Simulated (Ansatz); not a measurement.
# 3-layer 2H-MoSSe (2H stacking) in a perpendicular field

Wanted: the out-of-plane response of the 3-layer 2H-MoSSe (2H stacking). A positive field points along +c.

Main program and level: Ansatz 0.2.0; plane-wave DFT, PBE-D3(BJ), Ansatz PAW.

## Step 1: Set-up

The cell holds 9 atoms: 3 Se, 3 Mo and 3 S. Its edges and angles: a = 3.250 Å, b = 3.250 Å, c = 63.579 Å, α = 90.0°, β = 90.0°, γ = 120.0°. Regions: layer 1: 2H-MoSSe, 3 atoms (1 Se, 1 Mo and 1 S); layer 2: 2H-MoSSe, 3 atoms (1 Se, 1 Mo and 1 S); layer 3: 2H-MoSSe, 3 atoms (1 Se, 1 Mo and 1 S). Vacuum lies along c.

## Step 2: Relaxing the slab

The starting cell is a guess, so the in-plane lattice and the atoms are relaxed first, with the slab cut off from its images along the normal.

input.yaml

```yaml
crystal:
  lattice:
    - [3.25, 0.0, 0.0]
    - [-1.625, 2.8145825623, 0.0]
    - [0.0, 0.0, 63.579214136]
  atoms:
    - { symbol: Se, position: [0.3333333333, 0.6666666667, 0.3719769161] }
    - { symbol: Mo, position: [0.0, 0.0, 0.4004205747] }
    - { symbol: S, position: [0.3333333333, 0.6666666667, 0.4253445367] }
    - { symbol: Se, position: [0.0, 0.0, 0.4733161897] }
    - { symbol: Mo, position: [0.3333333333, 0.6666666667, 0.5017598484] }
    - { symbol: S, position: [0.0, 0.0, 0.5266838103] }
    - { symbol: Se, position: [0.3333333333, 0.6666666667, 0.5746554633] }
    - { symbol: Mo, position: [0.0, 0.0, 0.603099122] }
    - { symbol: S, position: [0.3333333333, 0.6666666667, 0.6280230839] }
  periodic: [true, true, false]
kpoints:
  mp_grid: { grid: [12, 12, 1] }
hamiltonian:
  xc: pbe
  dispersion: d3bj
scf:
  occupations: { method: fermi_dirac, width: 0.05 }
  convergence: { dr2_threshold: 1.0e-09 }
relax:
  f_tol: 0.004
  max_steps: 90
  cell: {}
output:
  write_potential: true
  write_density: true
  volumetric_format: npy
```

Run with:

```
$ ansatz run input.yaml --threads 4 --pin off --max-ram 8192MiB --backend cpu --events-out ev --progress --plain --runs-dir out
```

Numbers of over 12 decimals in the logs are rounded to 6 here.

The program printed:

```text
Warning: relax.cell: scf.convergence.dr2_threshold = 1e-9 eV is looser than the 1.3032200773e-10 eV advised for a relaxation that steers and ends on the stress (1e-10 eV for each atom of the cell: 9, times the square of relax.cell.stress_2d_tol = 0.05 N/m over 26.3 Å (the atoms' height at the walk's start and 5 Å past either face), 1.903e-2 GPa, over a crystal's default 0.05). What an SCF threshold leaves in a stress goes as its square root, and in the free energy as the threshold itself, and one threshold admits the most on a small cell: [figures from the program's tests cut] Set scf.convergence.dr2_threshold to 1.3032200773e-10 eV or tighter. [rest of the remark cut]
Engine: ansatz 0.2.0, aarch64-unknown-linux-gnu
Pseudopotentials: kind: paw
Pseudopotential: Se, paw, valence charge 16, recommended cutoff 420 eV (normal), Se.paw.azcp
Pseudopotential: Mo, paw, valence charge 14, recommended cutoff 420 eV (normal), Mo.paw.azcp
Pseudopotential: S, paw, valence charge 6, recommended cutoff 420 eV (normal), S.paw.azcp
Functional definition: PBE
  parameter kappa = 0.804
  parameter beta = 0.066725
  exchange = pbe_x(kappa = kappa, mu = beta*pi^2/3)
  correlation = pbe_c(beta = beta)
Crystal: 9 atoms, lattice volume = 581.584 Å³
Basis set: ecut = 420 eV, 11553 PW (Γ), exchange–correlation on 48×48×864 points (8 copies of the dense FFT grid, shifted against one another)
Bands: 65, of which v1, the nominal top of the filled ones, is band 54 counted from 1 (53 counted from 0)
Symmetry: 6 space group operations
Space group: P3m1 (ITA 156), of the structure as read, at distance tolerance 8.3e-5 Å
k-points: 19 of 144 (time reversal used)
Non-local potential: Se, projectors of the file, l = 0: 2, l = 1: 2, l = 2: 3, l = 3: 1
Non-local potential: Mo, projectors of the file, l = 0: 3, l = 1: 2, l = 2: 2, l = 3: 1
Non-local potential: S, projectors of the file, l = 0: 2, l = 1: 2, l = 2: 2
PAW form: soft (Blöchl's): semilocal exchange-correlation on the pseudo side does not see the compensation charge
PAW one-centre angular grid: Se, 590 points (default); XC on 64 Gauss nodes
PAW one-centre angular grid: Mo, 590 points (default); XC on 64 Gauss nodes
PAW one-centre angular grid: S, 110 points (default); XC on 64 Gauss nodes
Initial density: superposition of atomic densities (neutral atoms: chi_scale 0, normalization atom), corrected by the library's trained network
Initial wavefunctions: pseudopotential atomic-orbital guess
Functional: x = pbe(κ = 0.804, μ = 0.219515), c = pbe(β = 0.066725)
SCF iter   1: F=—  HF=-33991.644986 eV  |F-HF|=—  |Δ(HF+E_count)|=         —  Δρ=3.63e-3  dr2=3.42e-1  ethr=1.77e-3  ⟨swp⟩=12.9  Hψ=6918  notcnv=0
preconditioner: auto → Resta (q_TF=auto, 2.061 Å⁻¹)  ε∞=3.3  [insulator: Δε(μ)=0.502 eV  Ē_g=7.439 eV  σ=0.050 eV  W_gap=0.98  n_scr=40 (ndim 8)  ℏωp=11.3 eV  f_vac=0.688  D(μ)=0.02/eV (n_scr^D=0)  ε∞_Penn≈3.3  vacuum switching on, ρ_ref=4.0e-3 e/Å³]
SCF iter   2: F=—  HF=-33991.668258 eV  |F-HF|=—  |Δ(HF+E_count)|=   2.33e-2  Δρ=3.49e-3  dr2=5.76e-1  ethr=3.17e-4  ⟨swp⟩=4.3  Hψ=2676  notcnv=0  defer=50
SCF iter   3: F=—  HF=-33991.627632 eV  |F-HF|=—  |Δ(HF+E_count)|=   4.06e-2  Δρ=1.51e-3  dr2=9.78e-3  ethr=3.17e-4  ⟨swp⟩=3.2  Hψ=2101  notcnv=0  defer=47
SCF iter   4: F=—  HF=-33991.632541 eV  |F-HF|=—  |Δ(HF+E_count)|=   4.91e-3  Δρ=5.33e-4  dr2=6.84e-3  ethr=9.05e-6  ⟨swp⟩=3.8  Hψ=3083  notcnv=0  defer=35
SCF iter   5: F=—  HF=-33991.632276 eV  |F-HF|=—  |Δ(HF+E_count)|=   2.65e-4  Δρ=2.60e-4  dr2=5.26e-3  ethr=6.33e-6  ⟨swp⟩=2.7  Hψ=1676  notcnv=0  defer=35
SCF iter   6: F=—  HF=-33991.632634 eV  |F-HF|=—  |Δ(HF+E_count)|=   3.58e-4  Δρ=3.70e-4  dr2=7.64e-3  ethr=4.87e-6  ⟨swp⟩=2.9  Hψ=1701  notcnv=0  defer=35
SCF iter   7: F=—  HF=-33991.632419 eV  |F-HF|=—  |Δ(HF+E_count)|=   2.15e-4  Δρ=1.94e-4  dr2=3.69e-3  ethr=4.87e-6  ⟨swp⟩=1.7  Hψ=1497  notcnv=0  defer=35
SCF iter   8: F=—  HF=-33991.632270 eV  |F-HF|=—  |Δ(HF+E_count)|=   1.48e-4  Δρ=7.41e-5  dr2=8.38e-4  ethr=3.42e-6  ⟨swp⟩=1.7  Hψ=1397  notcnv=0  defer=35
SCF iter   9: F=—  HF=-33991.632231 eV  |F-HF|=—  |Δ(HF+E_count)|=   3.97e-5  Δρ=2.30e-5  dr2=5.12e-5  ethr=7.76e-7  ⟨swp⟩=1.9  Hψ=1673  notcnv=0  defer=35
SCF iter  10: F=—  HF=-33991.632182 eV  |F-HF|=—  |Δ(HF+E_count)|=   4.90e-5  Δρ=9.83e-6  dr2=3.29e-6  ethr=4.74e-8  ⟨swp⟩=2.7  Hψ=2003  notcnv=0  defer=33
SCF iter  11: F=—  HF=-33991.632187 eV  |F-HF|=—  |Δ(HF+E_count)|=   5.37e-6  Δρ=6.50e-6  dr2=7.16e-7  ethr=3.05e-9  ⟨swp⟩=2.7  Hψ=2108  notcnv=0  defer=33
SCF iter  12: F=—  HF=-33991.632187 eV  |F-HF|=—  |Δ(HF+E_count)|=   7.03e-8  Δρ=2.95e-6  dr2=1.70e-7  ethr=6.63e-10  ⟨swp⟩=3.2  Hψ=2174  notcnv=0  defer=33
SCF iter  13: F=—  HF=-33991.632187 eV  |F-HF|=—  |Δ(HF+E_count)|=   3.68e-9  Δρ=1.46e-6  dr2=7.88e-8  ethr=1.58e-10  ⟨swp⟩=2.7  Hψ=2288  notcnv=0  defer=33
SCF iter  14: F=—  HF=-33991.632187 eV  |F-HF|=—  |Δ(HF+E_count)|=   3.00e-9  Δρ=9.27e-7  dr2=5.96e-9  ethr=7.30e-11  ⟨swp⟩=2.5  Hψ=1711  notcnv=0  defer=33
SCF iter  15: F=—  HF=-33991.632187 eV  |F-HF|=—  |Δ(HF+E_count)|=   4.46e-9  Δρ=3.53e-7  dr2=1.74e-9  ethr=5.51e-12  ⟨swp⟩=3.2  Hψ=2590  notcnv=0  defer=33
SCF iter  16: F=-33991.632187 eV  HF=-33991.632187 eV  |F-HF|=1.48e-9  |Δ(HF+E_count)|=  5.89e-10  Δρ=1.84e-7  dr2=2.68e-10  ethr=1.00e-12  ⟨swp⟩=11.3  Hψ=8543  notcnv=0
SCF 1 converged in 16 iterations: F = -33991.632187 eV  dr2 = 2.68e-10
  greatest PAW one-centre occupation: 1.000 electrons in one spin orbital (limit 2), on the Se atom at site 3 (counted from 0), in its partial waves of l = 2
relax step   1: F+E_penalty+E_count = -33991.63218713 eV  Δ(F+E_penalty+E_count) = +0.000e0 eV  max|allowed force component| = 1.538e0 eV/Å  Δτ_max = 0.0000 Å  P = -12.686 N/m  Ω = 581.584 Å³  fix = [c, alpha, beta]  reactions: c +0.000 N/m  (16 SCF iters, accepted)
Crystal: 9 atoms, lattice volume = 571.730 Å³
Basis set: ecut = 420 eV, 11361 PW (Γ), exchange–correlation on 48×48×864 points (8 copies of the dense FFT grid, shifted against one another)
Initial density: handed on by an earlier stage of this run
Initial wavefunctions: those handed on with the density
iter 1 solved again at ethr=4.87e-4 eV; its pass at ethr=3.10e-3 eV (dr2=5.26e-1 eV) is discarded
SCF iter   1: F=—  HF=-33991.652099 eV  |F-HF|=—  |Δ(HF+E_count)|=         —  Δρ=7.28e-3  dr2=5.39e-1  ethr=4.87e-4  ⟨swp⟩=2.3  Hψ=8022  notcnv=0  defer=1
preconditioner: auto → LDOS  [metal: Δε(μ)=0.064 eV  Ē_g=7.992 eV  σ=0.050 eV  W_gap=0.31  n_scr=40 (ndim 8)  ℏωp=11.4 eV  f_vac=0.695  D(μ)=0.42/eV (n_scr^D=6)  β→1.0]
[...]
SCF 3 converged in 16 iterations: F = -33992.025793 eV  dr2 = 3.70e-10
  Residual-converged pass: ⟨swp⟩=1.1  Hψ=1313  notcnv=0  max |occ|·‖R‖ = 7.0e-9 eV (tolerance 1.0e-8 eV)  dr2=3.70e-10  dr2_onsite=7.62e-11  max |Δocc| = 2.7e-13
  greatest PAW one-centre occupation: 1.000 electrons in one spin orbital (limit 2), on the Se atom at site 6 (counted from 0), in its partial waves of l = 2
relax step   3: F+E_penalty+E_count = -33992.02579340 eV  Δ(F+E_penalty+E_count) = -3.936e-1 eV  max|allowed force component| = 3.246e-1 eV/Å  Δτ_max = 0.0966 Å  P = -1.544 N/m  Ω = 567.688 Å³  energy of the carried Pulay correction = +4.724e-4 eV  fix = [c, alpha, beta]  reactions: c -0.000 N/m  (16 SCF iters, accepted)
[...]
relax step   4: F+E_penalty+E_count = -33992.04840043 eV  Δ(F+E_penalty+E_count) = -2.261e-2 eV  max|allowed force component| = 8.395e-2 eV/Å  Δτ_max = 0.0965 Å  P = -0.143 N/m  Ω = 569.268 Å³  energy of the carried Pulay correction = +4.181e-4 eV  fix = [c, alpha, beta]  reactions: c -0.000 N/m  (16 SCF iters, accepted)
[...]
relax step   5: F+E_penalty+E_count = -33992.05566139 eV  Δ(F+E_penalty+E_count) = -7.261e-3 eV  max|allowed force component| = 1.434e-2 eV/Å  Δτ_max = 0.0758 Å  P = -0.179 N/m  Ω = 568.892 Å³  energy of the carried Pulay correction = +4.310e-4 eV  fix = [c, alpha, beta]  reactions: c -0.000 N/m  (17 SCF iters, accepted)
[...]
relax step   6: F+E_penalty+E_count = -33992.05714632 eV  Δ(F+E_penalty+E_count) = -1.485e-3 eV  max|allowed force component| = 7.583e-3 eV/Å  Δτ_max = 0.0380 Å  P = +0.077 N/m  Ω = 568.425 Å³  energy of the carried Pulay correction = +4.470e-4 eV  fix = [c, alpha, beta]  reactions: c +0.000 N/m  (15 SCF iters, accepted)
[...]
relax step   7: F+E_penalty+E_count = -33992.05726696 eV  Δ(F+E_penalty+E_count) = -1.206e-4 eV  max|allowed force component| = 1.452e-2 eV/Å  Δτ_max = 0.0185 Å  P = -0.024 N/m  Ω = 568.570 Å³  energy of the carried Pulay correction = +4.421e-4 eV  fix = [c, alpha, beta]  reactions: c -0.000 N/m  (14 SCF iters, accepted)
[...]
relax step   8: F+E_penalty+E_count = -33992.05728734 eV  Δ(F+E_penalty+E_count) = -2.038e-5 eV  max|allowed force component| = 6.127e-4 eV/Å  Δτ_max = 0.0028 Å  P = -0.010 N/m  Ω = 568.676 Å³  energy of the carried Pulay correction = +4.384e-4 eV  fix = [c, alpha, beta]  reactions: c -0.000 N/m  (12 SCF iters, accepted)
Initial wavefunctions: pseudopotential atomic-orbital guess (no wavefunctions were taken with the density)
iter 1 solved again at ethr=1.66e-7 eV; its pass at ethr=3.10e-3 eV (dr2=1.79e-4 eV) is discarded
SCF iter   1: F=—  HF=-33992.056802 eV  |F-HF|=—  |Δ(HF+E_count)|=         —  Δρ=1.66e-5  dr2=2.35e-7  ethr=1.66e-7  ⟨swp⟩=6.7  Hψ=13289  notcnv=0
SCF iter   2: F=—  HF=-33992.056809 eV  |F-HF|=—  |Δ(HF+E_count)|=   6.93e-6  Δρ=3.02e-6  dr2=7.98e-8  ethr=2.18e-10  ⟨swp⟩=5.1  Hψ=3843  notcnv=0
SCF iter   3: F=—  HF=-33992.056809 eV  |F-HF|=—  |Δ(HF+E_count)|=   2.98e-8  Δρ=2.07e-6  dr2=1.25e-7  ethr=7.39e-11  ⟨swp⟩=3.0  Hψ=2691  notcnv=0
SCF iter   4: F=—  HF=-33992.056809 eV  |F-HF|=—  |Δ(HF+E_count)|=   1.01e-8  Δρ=1.43e-6  dr2=3.79e-8  ethr=7.39e-11  ⟨swp⟩=2.8  Hψ=2055  notcnv=0
SCF iter   5: F=—  HF=-33992.056809 eV  |F-HF|=—  |Δ(HF+E_count)|=   3.37e-9  Δρ=5.56e-7  dr2=4.21e-9  ethr=3.51e-11  ⟨swp⟩=2.6  Hψ=1670  notcnv=0
SCF iter   6: F=—  HF=-33992.056809 eV  |F-HF|=—  |Δ(HF+E_count)|=  8.51e-10  Δρ=1.70e-7  dr2=1.48e-9  ethr=3.90e-12  ⟨swp⟩=3.4  Hψ=2734  notcnv=0
SCF iter   7: F=-33992.056809 eV  HF=-33992.056809 eV  |F-HF|=2.40e-10  |Δ(HF+E_count)|=  4.29e-10  Δρ=8.87e-8  dr2=1.26e-10  ethr=1.00e-12  ⟨swp⟩=14.4  Hψ=9207  notcnv=0
SCF 9 converged in 7 iterations: F = -33992.056809 eV  dr2 = 1.26e-10
relax step   9: F+E_penalty+E_count = -33992.05680885 eV  Δ(F+E_penalty+E_count) = +4.785e-4 eV  max|allowed force component| = 6.072e-4 eV/Å  Δτ_max = 0.0000 Å  P = -0.006 N/m  Ω = 568.676 Å³  fix = [c, alpha, beta]  reactions: c -0.000 N/m  stress off target by 5.68e-3 N/m on what of the cell is left free  SCF on the basis re-selected at this cell (its energy is not comparable with the rows above)  (7 SCF iters)
basis re-selected at this cell: Δ(F+E_penalty+E_count) = +4.785e-4 eV, ΔP = +0.004 N/m vs the last step (what re-selecting the basis moved, of the pressure what is left beyond the Pulay correction that the steps carried, after the strain that the cell walked since its last selection, with what the two solves' SCF thresholds leave and, on support functions, any second-order correction that the steps lacked; it is no m [...]
SCF converged after 7 iterations
Free energy (F): -33992.056809 eV
Harris-Foulkes:  -33992.056809 eV  (|F-HF|=2.40e-10)
Internal energy: -33992.055429 eV  (E = F + TS)
E sigma→0 (E₀):  -33992.056119 eV
Entropy (-TS):   -0.001380 eV (-0.153 meV/atom)
Fermi energy:    -4.748642 eV
--- Per-component energies (eV) ---
  E_band       = -3291.841592
  E_kinetic    = 2005.467838
  E_local      = -1175918.404684  (includes V_loc(G=0)·N_el)
  E_nonlocal   = -1273.233553
  E_hartree    = 586466.368432
  E_xc         = -1158.053535
  E_vxc        = -1248.903562  (∫ρ·V_xc dr)
  E_paw        = -17138.394650  (= ΣΔE_a)
  E_vpaw       = 210.496234  (= ΣTr[D̂ρ^β])
  E_aug_tail   = -0.001671  (compensation charges beyond the density's cutoff)
  E_ewald      = 573027.933187
  E_disp       = -3.736793  (pairwise vdW)
  E_smearing   = -0.001380  (= −TS)
  E_closure    = -0.000000  (closes the sum)
  Σ components = -33992.056809   (vs F -33992.056809, Δ=0.00e0)
--- Forces (eV/Å), atoms counted from 1 ---
  atom   1  Se     0.00000000     0.00000000    -0.00018130
  atom   2  Mo    -0.00000000     0.00000000     0.00060743
  atom   3  S      0.00000000     0.00000000    -0.00027888
  atom   4  Se     0.00000000    -0.00000000    -0.00060089
  atom   5  Mo    -0.00000000    -0.00000000     0.00018963
  atom   6  S      0.00000000    -0.00000000     0.00027491
  atom   7  Se     0.00000000     0.00000000    -0.00027100
  atom   8  Mo    -0.00000000     0.00000000    -0.00003393
  atom   9  S     -0.00000000     0.00000000     0.00029577
  max |Σ_I F_I| component: 1.74e-6 eV/Å
--- 2D stress c σ (N/m, compression-positive) ---
       -0.005678       0.000000       0.000000
        0.000000      -0.005678       0.000000
        0.000000       0.000000      -0.000000
  P = ½ c Tr σ = -0.0057 N/m
--- Band table (eV; the first three rows and the last of 19) ---
  k-point 0: bands = [... 50 lower, -6.1595, -5.8029, -5.3794, -4.8434, -3.3606, -3.3606, -3.0007, -3.0007, ... 7 higher]
  k-point 1: bands = [... 50 lower, -6.2395, -5.7946, -5.4106, -4.9734, -3.5127, -3.3658, -3.2925, -3.0492, ... 7 higher]
  k-point 2: bands = [... 50 lower, -6.3956, -6.1370, -5.6870, -5.3038, -4.0513, -3.6079, -3.5331, -3.1853, ... 7 higher]
  k-point 18: bands = [... 50 lower, -7.1505, -6.2341, -5.6551, -5.0298, -4.5414, -3.9535, -3.5713, -3.3363, ... 7 higher]
  the weakly bound empty levels are not read free of the cell's end (no_gap_told)
--- Relaxed structure (8 steps of the walk, 7 accepted, 1 SCFs on fresh bases) ---
  F+E_penalty+E_count = -33992.05680885 eV   max|allowed force component| = 6.072e-4 eV/Å   (the final SCF, on the basis selected at the relaxed cell)
  cell:  # Å, volume = 568.6758 Å³
    - [3.213731, 0, 0]
    - [-1.606865, 2.783172, 0]
    - [0, 0, 63.579214136]
  atoms:
    - { symbol: Se, position: [0.333333, 0.666667, 0.376957] }
    - { symbol: Mo, position: [0, -2.17018904013385e-17, 0.403850] }
    - { symbol: S, position: [0.333333, 0.666667, 0.427958] }
    - { symbol: Se, position: [0, -2.17018904013385e-17, 0.474658] }
    - { symbol: Mo, position: [0.333333, 0.666667, 0.501523] }
    - { symbol: S, position: [0, -2.17018904013385e-17, 0.525616] }
    - { symbol: Se, position: [0.333333, 0.666667, 0.572277] }
    - { symbol: Mo, position: [0, -2.17018904013385e-17, 0.599157] }
    - { symbol: S, position: [0.333333, 0.666667, 0.623283] }
```

Run time: 7.3 min. Hardware: 4 threads of Arm Neoverse N1, shared host; peak memory 1.5 GiB; 29 min of CPU time.

Relaxation path:

```
step  energy less that of the first step (eV)  largest force component (eV/Å)  volume (Å³)
   1                                   0.0000                          1.5375       581.58
   2                                   0.0553                          2.3707       571.73
   3                                  -0.3936                          0.3246       567.69
   4                                  -0.4162                          0.0840       569.27
   5                                  -0.4235                          0.0143       568.89
   6                                  -0.4250                          0.0076       568.42
   7                                  -0.4251                          0.0145       568.57
   8                                  -0.4251                          0.0006       568.68
  9*                                  -0.4246                          0.0006       568.68
```

Relaxation steps marked * repeat the geometry before them on a plane-wave basis chosen anew for their cell, so energy and pressure can jump there. Relaxation step 2 was tried and not accepted.

Forces are held to the 6 operations that the run works with; a distortion that breaks them can't arise in this run.

```
cell as run  before  after  change
      a (Å)   3.250  3.214  -1.1 %
      b (Å)   3.250  3.214  -1.1 %
```

The atoms that moved most (Å, along periodic axes as changes of fractional coordinates times the final cell, across vacuum about the mean position):

```
atom     dx     dy      dz  length
 Se1  0.000  0.000   0.317   0.317
  S9  0.000  0.000  -0.301   0.301
 Mo8  0.000  0.000  -0.251   0.251
 Mo2  0.000  0.000   0.218   0.218
  S3  0.000  0.000   0.166   0.166
 Se7  0.000  0.000  -0.151   0.151
 Se4  0.000  0.000   0.085   0.085
  S6  0.000  0.000  -0.068   0.068
```

This step gave:

```
energy at zero smearing : -33992.0561 eV
```

The lattice constant a goes from 3.250 to 3.214 Å.

[end of part 1 of 3]

[Logs are printed without paths, hosts, clocks, repeated set-up lines and the standing remarks that a program may print on its own settings, such as how far it seeks lower states.]

[Hosts, paths, dates, database ids (printed as entryN), source tags and the programs' standing remarks are cut or masked in the printed files.]

[Maps of the electrostatic potential energy from Ansatz leave out the sawtooth potential of an applied field or a dipole correction, so their vacuum need not be flat; planar profiles and work functions include it.]
